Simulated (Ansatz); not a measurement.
Base system: AlSb in the zinc blende structure (space group F-43m, No. 216; a = 6.226 Å).

Computed with Kohn–Sham DFT with the PBE functional, run in Ansatz (an electronic-structure program) with PAW and 420 eV plane waves, no spin-orbit coupling.

Base values:

The volume per atom is 30.16 Å³ and the smallest direct gap is 1.28 eV.

Modification: a hydrostatic pressure of 0.7 GPa.

Predict the new volume per atom.

The volume per atom drops by 0.42 Å³ (30.16 Å³ → 29.74 Å³).

Estimate the effect on the smallest direct gap.

The smallest direct gap grows by 0.106 eV (1.28 eV → 1.38 eV).

With Sb present, leaving out spin-orbit coupling can change the band edges. Load acts through the strain it causes; cell and atoms are relaxed under it. No phonon test of stability was made.
